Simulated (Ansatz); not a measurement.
# ZrN: the cost of one run

Computed with Ansatz 0.2.0 (DFT PBEsol, scalar-relativistic, plane waves, PAW, unless a step's input says otherwise).

2 further runs of the same task are left out: 2 set aside as unsound or not needed.

### Step 1. The starting structure

It takes space group Fm-3m (No. 225, cubic). Conventional cell: a = 4.553 Å, b = 4.553 Å, c = 4.553 Å, α = 90.00°, β = 90.00°, γ = 90.00°. Zr (site symmetry m-3m) has 6 N at 2.28 Å as nearest neighbours. N (site symmetry m-3m) is surrounded by 6 Zr at 2.28 Å.

Structure file:

```cif
data_structure
_symmetry_space_group_name_H-M 'P 1'
_symmetry_Int_Tables_number 1
_cell_length_a 3.2195
_cell_length_b 3.2195
_cell_length_c 3.2195
_cell_angle_alpha 60.000
_cell_angle_beta 60.000
_cell_angle_gamma 60.000
_cell_volume 23.60
loop_
_atom_site_label
_atom_site_type_symbol
_atom_site_fract_x
_atom_site_fract_y
_atom_site_fract_z
_atom_site_occupancy
Zr1 Zr 0.00000 0.00000 0.00000 1
N1 N 0.50000 0.50000 0.50000 1
```

This cell was relaxed beforehand with the same method: volume 11.80 Å³/atom, gap on the mesh none (metal).

### Step 2. Relaxing at 20 GPa

At a set pressure the run lowers the enthalpy E + PV, so the energy alone may rise along the way.

input.yaml reads:

```yaml
crystal:
  lattice:
    - [0.0, 2.2765405735, 2.2765405735]
    - [2.2765405735, 0.0, 2.2765405735]
    - [2.2765405735, 2.2765405735, 0.0]
  atoms:
    - { symbol: Zr, position: [0.0, 0.0, 0.0] }
    - { symbol: "N", position: [0.5, 0.5, 0.5] }
basis:
  ecutwfc: 420
kpoints:
  mp_grid: { grid: [16, 16, 16] }
hamiltonian:
  xc: pbesol
scf:
  occupations: { method: fermi_dirac, width: 0.15 }
output:
  forces: true
  stress: true
  eigenvalues: true
relax:
  adjacent_minimum: "off"
  f_tol: 0.001
  max_steps: 60
  cell: { stress_tol: 0.02, p_target: 20.0 }
```

Command:

```bash
ansatz run input.yaml --threads 1 --pin off --max-ram 3072MiB --backend cpu --events-out ev --progress --plain --runs-dir out
```

Q: Estimate wall time and peak memory on 1 thread of Arm Neoverse V2, shared host.

About 22 s, with a peak of 0.34 GiB.
